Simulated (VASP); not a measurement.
## Al2O3 (corundum): from the relaxed cell to its vibrations

What lattice, stiffness and vibrations does Al2O3 (corundum) have at one level of theory? The starting structure is a measured crystal structure from the Crystallography Open Database. All runs use LDA.

Program: VASP 6.6.1. Level of theory: Kohn-Sham DFT with plane waves and PAW; LDA. Results are calculated unless marked as measured.

## Step 1: The structure

The structure is trigonal, space group R-3c (No. 167). Conventional cell: a = 4.758 Å, b = 4.758 Å, c = 12.990 Å, α = 90.00°, β = 90.00°, γ = 120.00°. Nearest to Al lie 6 O at 1.85 to 1.97 Å. Nearest to O lie 4 Al at 1.85 to 1.97 Å. Farther neighbours and most contacts between anions are not listed.

## Step 2: Relaxation

This run starts from the cell of an earlier relaxation, which isn't shown; the restart sets up the plane waves anew.

File INCAR:

```
SYSTEM = Al2O3
PREC = Accurate
ENCUT = 560
EDIFF = 1E-07
NELM = 100
ISMEAR = 0
SIGMA = 0.03
LREAL = .FALSE.
ALGO = Normal
GGA = CA
NBANDS = 34
LORBIT = 11
LWAVE = .FALSE.
LCHARG = .FALSE.
KPAR = 8
IBRION = 2
NSW = 50
ISIF = 3
EDIFFG = -0.002
```

File POSCAR:

```
Al2O3
1.0
    2.3670763768      1.3666321833      4.2997234619
   -2.3670763768      1.3666321833      4.2997234619
    0.0000000000     -2.7332643666      4.2997234619
Al O
4 6
Direct
    0.8520097796      0.8520097796      0.8520097796
    0.6479902204      0.6479902204      0.6479902204
    0.1479902204      0.1479902204      0.1479902204
    0.3520097796      0.3520097796      0.3520097796
    0.0557384605      0.7500000000      0.4442615395
    0.7500000000      0.4442615395      0.0557384605
    0.4442615395      0.0557384605      0.7500000000
    0.9442615395      0.2500000000      0.5557384605
    0.2500000000      0.5557384605      0.9442615395
    0.5557384605      0.9442615395      0.2500000000
```

File KPOINTS:

```
Automatic mesh
0
Gamma
6 6 6
0 0 0
```

PAW data sets: Al and O (LDA family, release 64).

On the command line:

```bash
$ mpirun -np 8 vasp_std
```

Log:

```text
[banner, memory and clock lines left out]
running    8 mpi-ranks, on    1 nodes
 distrk:  each k-point on    1 cores,    8 groups
 distr:  one band on    1 cores,    1 groups

 POSCAR found type information on POSCAR AlO
 POSCAR found :  2 types and      10 ions
|                                                                             |
|           W    W    AA    RRRRR   N    N  II  N    N   GGGG   !!!           |
|           W    W   A  A   R    R  NN   N  II  NN   N  G    G  !!!           |
|           W    W  A    A  R    R  N N  N  II  N N  N  G       !!!           |
|           W WW W  AAAAAA  RRRRR   N  N N  II  N  N N  G  GGG   !            |
|           WW  WW  A    A  R   R   N   NN  II  N   NN  G    G                |
|           W    W  A    A  R    R  N    N  II  N    N   GGGG   !!!           |
|                                                                             |
|     For optimal performance we recommend to set                             |
|       NCORE = 2 up to number-of-cores-per-socket                            |
|     NCORE specifies how many cores store one orbital (NPAR=cpu/NCORE).      |
|     This setting can greatly improve the performance of VASP for DFT.       |
|     The default, NCORE=1 might be grossly inefficient on modern             |
|     multi-core architectures or massively parallel machines. Do your        |
|     Unfortunately you need to use the default for GW and RPA                |
|     calculations (for HF NCORE is supported but not extensively tested      |
|     yet).                                                                   |
|                                                                             |

 LDA part: xc-table for (Slater(with rela. corr.)+CA(PZ))
 , standard interpolation
 POSCAR, INCAR and KPOINTS ok, starting setup
 FFT: planning ... GRIDC
 FFT: planning ... GRID_SOFT
 FFT: planning ... GRID
 WAVECAR not read
 entering main loop
       N       E                     dE             d eps       ncg     rms          rms(c)
DAV:   1     0.228159435065E+03    0.22816E+03   -0.26797E+04  2184   0.143E+03
DAV:   2    -0.790057598934E+02   -0.30717E+03   -0.29722E+03  2778   0.299E+02
DAV:   3    -0.914866962377E+02   -0.12481E+02   -0.12442E+02  2790   0.618E+01
DAV:   4    -0.915785281329E+02   -0.91832E-01   -0.91773E-01  2728   0.610E+00
DAV:   5    -0.915794173415E+02   -0.88921E-03   -0.88899E-03  2740   0.597E-01    0.177E+01
DAV:   6    -0.832996881318E+02    0.82797E+01   -0.29975E+01  2658   0.292E+01    0.634E+00
DAV:   7    -0.831995072905E+02    0.10018E+00   -0.96151E-01  2686   0.475E+00    0.321E+00
DAV:   8    -0.831200822655E+02    0.79425E-01   -0.82432E-02  2714   0.214E+00    0.744E-01
DAV:   9    -0.831127410673E+02    0.73412E-02   -0.15094E-02  2800   0.640E-01    0.269E-01
DAV:  10    -0.831127901622E+02   -0.49095E-04   -0.50688E-04  2580   0.139E-01    0.644E-02
DAV:  11    -0.831127734410E+02    0.16721E-04   -0.12574E-04  2672   0.663E-02    0.262E-02
DAV:  12    -0.831127735884E+02   -0.14744E-06   -0.36143E-06  2730   0.131E-02    0.647E-03
DAV:  13    -0.831127732572E+02    0.33125E-06   -0.12539E-06  2648   0.658E-03    0.153E-03
DAV:  14    -0.831127732546E+02    0.26025E-08   -0.44499E-08  1542   0.131E-03
   1 F= -.83112773E+02 E0= -.83112773E+02  d E =-.831128E+02
 curvature:   0.00 expect dE= 0.000E+00 dE for cont linesearch  0.000E+00
 trial: gam= 0.00000 g(F)=  0.281E-06 g(S)=  0.906E-06 ort = 0.000E+00 (trialstep = 0.100E+01)
 search vector abs. value=  0.119E-05
 reached required accuracy - stopping structural energy minimisation
```

Elapsed: 10 s, on 8 MPI ranks of Intel Xeon 6975P-C (Granite Rapids), shared host; peak memory 1.9 GiB.

The logs omit lines about the potential files and the build; timing stands in the text.

OUTCAR, selected parts (step 2):

```text
ion  position               nearest neighbor table
   1  0.852  0.852  0.852-   8 1.85  10 1.85   9 1.85   6 1.96   5 1.96   7 1.96   2 2.63   3 2.78
                             3 2.78   3 2.78   2 3.20   2 3.20   2 3.20
   2  0.648  0.648  0.648-   9 1.85  10 1.85   8 1.85   6 1.96   5 1.96   7 1.96   1 2.63   4 2.78
                             4 2.78   4 2.78   1 3.20   1 3.20   1 3.20
   3  0.148  0.148  0.148-   5 1.85   7 1.85   6 1.85   8 1.96   9 1.96  10 1.96   4 2.63   1 2.78
                             1 2.78   1 2.78   4 3.20   4 3.20   4 3.20
   4  0.352  0.352  0.352-   6 1.85   7 1.85   5 1.85   8 1.96   9 1.96  10 1.96   3 2.63   2 2.78
                             2 2.78   2 2.78   3 3.20   3 3.20   3 3.20
   5  0.056  0.750  0.444-   3 1.85   4 1.85   1 1.96   2 1.96
   6  0.750  0.444  0.056-   4 1.85   3 1.85   1 1.96   2 1.96
   7  0.444  0.056  0.750-   3 1.85   4 1.85   1 1.96   2 1.96
   8  0.944  0.250  0.556-   1 1.85   2 1.85   3 1.96   4 1.96
   9  0.250  0.556  0.944-   2 1.85   1 1.85   3 1.96   4 1.96
  10  0.556  0.944  0.250-   1 1.85   2 1.85   3 1.96   4 1.96

  LATTYP: Found a trigonal (rhomboedric) cell.
 ALAT       =     5.0949343418
 COS(alpha) =     0.5683046658

 Subroutine GETGRP returns: Found 12 space group operations
 (whereof  6 operations were pure point group operations)

The static configuration has the point symmetry S_6 .
 The point group associated with its full space group is D_3d.

 Found     32 irreducible k-points:

   k-points           NKPTS =     32   k-points in BZ     NKDIM =     32   number of bands    NBANDS=     34

   dimension x,y,z NGX =    40 NGY =   40 NGZ =   40
   dimension x,y,z NGXF=    80 NGYF=   80 NGZF=   80

   ENCUT  =  560.0 eV  41.16 Ry    6.42 a.u.   9.83  9.83  9.83*2*pi/ulx,y,z

   NELECT =      48.0000    total number of electrons

 k-points in reciprocal lattice and weights: Automatic mesh
   0.00000000  0.00000000  0.00000000       0.005
   0.16666667  0.00000000  0.00000000       0.028
   0.33333333  0.00000000  0.00000000       0.028
   0.50000000  0.00000000  0.00000000       0.014
   0.16666667  0.16666667  0.00000000       0.028
   0.33333333  0.16666667  0.00000000       0.056
   0.50000000  0.16666667  0.00000000       0.056
  -0.33333333  0.16666667  0.00000000       0.056
  -0.16666667  0.16666667  0.00000000       0.028
[...]
-0.33333333  0.50000000  0.33333333       0.028
   0.50000000  0.50000000  0.50000000       0.005

 average (electrostatic) potential at core
       1 -69.4227       2 -69.4227       3 -69.4227       4 -69.4227       5 -68.0262
       6 -68.0262       7 -68.0262       8 -68.0262       9 -68.0262      10 -68.0262

 E-fermi :   6.2199

 k-point     1 :       0.0000    0.0000    0.0000
  band No.  band energies     occupation
    ...
     20       5.5129      2.00000
     21       5.5129      2.00000
     22       5.9923      2.00000
     23       5.9923      2.00000
     24       6.0357      2.00000
     25      12.4404      0.00000
     26      15.1012      0.00000
     27      16.7959      0.00000
     28      17.5649      0.00000
     29      17.5649      0.00000
    ...

 k-point     2 :       0.1667    0.0000    0.0000
  band No.  band energies     occupation
    ...
     20       5.1382      2.00000
     21       5.3160      2.00000
     22       5.6801      2.00000
     23       5.9506      2.00000
     24       5.9829      2.00000
     25      13.0558      0.00000
     26      15.6115      0.00000
     27      16.3706      0.00000
     28      17.1125      0.00000
     29      17.3090      0.00000
    ...

 k-point     3 :       0.3333    0.0000    0.0000
  band No.  band energies     occupation
    ...
     20       4.6485      2.00000
     21       5.1529      2.00000
     22       5.4688      2.00000
     23       5.7957      2.00000
     24       5.8420      2.00000
     25      14.3349      0.00000
     26      15.8428      0.00000
     27      16.1021      0.00000
     28      16.6050      0.00000
     29      16.8737      0.00000
    ...

  Total       -0.0095043     -0.0095043      0.0026832      0.0000000      0.0000000     -0.0000000
  in kB       -0.1824631     -0.1824631      0.0515120      0.0000000      0.0000000     -0.0000000
  external PRESSURE =      -0.1044714 kB  Pullay stress =       0.0000000 kB

  energy-cutoff  :      560.00
  volume of cell :       83.46
      direct lattice vectors                 reciprocal lattice vectors
     2.367076377  1.366632183  4.299723462     0.211231038  0.121954297  0.077524366
    -2.367076377  1.366632183  4.299723462    -0.211231038  0.121954297  0.077524366
     0.000000000 -2.733264367  4.299723462     0.000000000 -0.243908593  0.077524366

 POSITION                                       TOTAL-FORCE (eV/Angst)
 -----------------------------------------------------------------------------------
      0.00000      0.00000     10.99022         0.000000      0.000000     -0.001120
      0.00000      0.00000      8.35854         0.000000      0.000000      0.001120
      0.00000      0.00000      1.90895         0.000000      0.000000      0.001120
      0.00000      0.00000      4.54063         0.000000      0.000000     -0.001120
     -1.64337     -0.11314      5.37465         0.000183      0.000317      0.000000
      0.72371      1.47977      5.37465         0.000183     -0.000317      0.000000
      0.91966     -1.36663      5.37465        -0.000365      0.000000     -0.000000
      1.64337      0.11314      7.52452        -0.000183     -0.000317      0.000000
     -0.72371     -1.47977      7.52452        -0.000183      0.000317      0.000000
     -0.91966      1.36663      7.52452         0.000365      0.000000      0.000000
 -----------------------------------------------------------------------------------
    total drift:                                0.000000      0.000000     -0.000000

  FREE ENERGIE OF THE ION-ELECTRON SYSTEM (eV)
  ---------------------------------------------------
  free  energy   TOTEN  =       -83.1127732546 eV

  energy  without entropy=      -83.1127732546  energy(sigma->0) =      -83.11277325

 reached required accuracy - stopping structural energy minimisation

 total charge
# of ion       s       p       d       tot
------------------------------------------
    1        0.321   0.425   0.000   0.746
    2        0.321   0.425   0.000   0.746
    3        0.321   0.425   0.000   0.746
    4        0.321   0.425   0.000   0.746
    5        1.534   3.638   0.000   5.173
    6        1.534   3.638   0.000   5.173
    7        1.534   3.638   0.000   5.173
    8        1.534   3.638   0.000   5.173
    9        1.534   3.638   0.000   5.173
   10        1.534   3.638   0.000   5.173
--------------------------------------------------
tot         10.491  23.527   0.000  34.018

[... 3 further parts left out ...]
```

CONTCAR:

```
Al2O3
   1.00000000000000
     2.3670763768000000    1.3666321832999999    4.2997234619000002
    -2.3670763768000000    1.3666321832999999    4.2997234619000002
     0.0000000000000000   -2.7332643665999998    4.2997234619000002
  Al              O
     4     6
Direct
     0.8520097796000030    0.8520097796000030    0.8520097796000030
     0.6479902203999970    0.6479902203999970    0.6479902203999970
     0.1479902203999970    0.1479902203999970    0.1479902203999970
     0.3520097796000030    0.3520097796000030    0.3520097796000030
     0.0557384605000024    0.7500000000000000    0.4442615394999976
     0.7500000000000000    0.4442615394999976    0.0557384605000024
     0.4442615394999976    0.0557384605000024    0.7500000000000000
     0.9442615394999976    0.2500000000000000    0.5557384605000024
     0.2500000000000000    0.5557384605000024    0.9442615394999976
     0.5557384605000024    0.9442615394999976    0.2500000000000000
```

The run keeps the 12 symmetry operations of its start, so it cannot find a distortion of lower symmetry.

The relaxed cell holds 8.346 Å³ an atom, with a = 4.734 Å (-0.5 % against the database cell) and c = 12.899 Å (-0.7 % against the database cell). Pressures at 0.985 and 1.015 times this volume, from two more relaxations that aren't shown, give a bulk modulus of 259.3 GPa.

## Step 3: Elastic constants

File INCAR:

```
SYSTEM = Al2O3
PREC = Accurate
ENCUT = 800
EDIFF = 1E-08
NELM = 100
ISMEAR = 0
SIGMA = 0.03
LREAL = .FALSE.
ALGO = Normal
GGA = CA
NBANDS = 34
LORBIT = 11
LWAVE = .FALSE.
LCHARG = .FALSE.
KPAR = 8
IBRION = 6
NFREE = 2
POTIM = 0.015
ISIF = 3
NSW = 1
```

POSCAR is that of step 2.

File KPOINTS:

```
Automatic mesh
0
Gamma
8 8 8
0 0 0
```

On the command line:

```bash
$ mpirun -np 8 vasp_std
```

Log:

```text
[banner, memory and clock lines left out]
running    8 mpi-ranks, on    1 nodes
[...]
[... a notice as in an earlier step ...]

 LDA part: xc-table for (Slater(with rela. corr.)+CA(PZ))
 , standard interpolation
 POSCAR, INCAR and KPOINTS ok, starting setup
[...]
entering main loop
       N       E                     dE             d eps       ncg     rms          rms(c)
DAV:   1     0.295570332889E+03    0.29557E+03   -0.32647E+04  4420   0.190E+03
DAV:   2    -0.750777728705E+02   -0.37065E+03   -0.35721E+03  5714   0.343E+02
DAV:   3    -0.914885835533E+02   -0.16411E+02   -0.16347E+02  5670   0.722E+01
DAV:   4    -0.916224820999E+02   -0.13390E+00   -0.13380E+00  5520   0.733E+00
[...]
DAV:  12    -0.831691948082E+02   -0.14871E-06   -0.41077E-06  5500   0.139E-02    0.633E-03
DAV:  13    -0.831691944901E+02    0.31815E-06   -0.12275E-06  5476   0.655E-03    0.165E-03
DAV:  14    -0.831691944875E+02    0.25475E-08   -0.50548E-08  5168   0.136E-03
   1 F= -.83169194E+02 E0= -.83169194E+02  d E =-.331385E-21
[...]
2 F= -.83138856E+02 E0= -.83138856E+02  d E =-.193925E-17
   3 F= -.83136071E+02 E0= -.83136071E+02  d E =-.284874E-16
   4 F= -.83138971E+02 E0= -.83138971E+02  d E =-.222588E-16
   5 F= -.83135941E+02 E0= -.83135941E+02  d E =-.654625E-16
   6 F= -.83140038E+02 E0= -.83140038E+02  d E =-.753650E-15
   7 F= -.83137533E+02 E0= -.83137533E+02  d E =-.133886E-27
   8 F= -.83157717E+02 E0= -.83157717E+02  d E =-.516597E-19
   9 F= -.83157717E+02 E0= -.83157717E+02  d E =-.519721E-19
  10 F= -.83159227E+02 E0= -.83159227E+02  d E =-.419073E-20
  11 F= -.83159184E+02 E0= -.83159184E+02  d E =-.444610E-20
  12 F= -.83159205E+02 E0= -.83159205E+02  d E =-.211030E-20
  13 F= -.83159205E+02 E0= -.83159205E+02  d E =-.211382E-20
  14 F= -.83166852E+02 E0= -.83166852E+02  d E =-.128515E-20
  15 F= -.83166884E+02 E0= -.83166884E+02  d E =-.118908E-20
  16 F= -.83166974E+02 E0= -.83166974E+02  d E =-.640181E-20
  17 F= -.83167077E+02 E0= -.83167077E+02  d E =-.316776E-22
  18 F= -.83167008E+02 E0= -.83167008E+02  d E =-.157171E-17
  19 F= -.83167107E+02 E0= -.83167107E+02  d E =-.521853E-25
  20 F= -.83167380E+02 E0= -.83167380E+02  d E =-.562638E-21
  21 F= -.83167380E+02 E0= -.83167380E+02  d E =-.562216E-21
 Finite differences progress:
  Degree of freedom:  10/ 10
  Displacement:        2/  2
  Total:              20/ 20
```

Wall time 28 min (8 MPI ranks); peak memory 13 GiB; 3.6 h of CPU time.

OUTCAR, selected parts (step 3):

```text
  Total        0.0752641     -0.0062250      0.0430122      0.0241624     -0.0240174     -0.0150197
  in kB        1.4449162     -0.1195065      0.8257454      0.4638683     -0.4610851     -0.2883479
  external PRESSURE =       0.7170517 kB  Pullay stress =       0.0000000 kB

 POSITION                                       TOTAL-FORCE (eV/Angst)
 -----------------------------------------------------------------------------------
      0.00000      0.00000     10.99022         0.001858      0.000194     -0.020654
      0.00000      0.00000      8.35854        -0.000451     -0.003984     -0.014319
      0.00000      0.00000      1.90895         0.016846     -0.031767     -0.028169
      0.00000      0.00000      4.54063         0.038134      0.001284     -0.037893
     -1.64337     -0.11314      5.35965        -0.080479      0.043598      0.241886
      0.72371      1.47977      5.37465        -0.001727     -0.001640      0.007607
      0.91966     -1.36663      5.37465         0.008410      0.002307      0.007515
      1.64337      0.11314      7.52452         0.049295     -0.024325     -0.068607
     -0.72371     -1.47977      7.52452        -0.000725      0.026455     -0.043716
     -0.91966      1.36663      7.52452        -0.031160     -0.012121     -0.043650
 -----------------------------------------------------------------------------------
    total drift:                                0.000030     -0.000013     -0.000034

  FREE ENERGIE OF THE ION-ELECTRON SYSTEM (eV)
  ---------------------------------------------------
  free  energy   TOTEN  =       -83.1673801500 eV

  energy  without entropy=      -83.1673801500  energy(sigma->0) =      -83.16738015

[... 3 further parts left out ...]
[key lines of the parts left out:]
E-fermi :   6.2178
```

The last energy, forces and stress in OUTCAR belong to the last displaced cell, not to that of POSCAR.

The elastic tensor has C11 = 500.9, C12 = 166.9, C44 = 155.5 GPa, among others; its Hill averages are a bulk modulus of 261.3 and a shear modulus of 165.5 GPa.

(Part 1 of 2 ends here.)

[Lines on the potential files, build, host, timing and source positions are cut from VASP's logs without a mark.]

[Logs are printed without paths, hosts, clocks, repeated set-up lines and the standing remarks that a program may print on its own settings, such as how far it seeks lower states.]

[Hosts, paths, dates, database ids (printed as entryN), source tags and the programs' standing remarks are cut or masked in the printed files.]
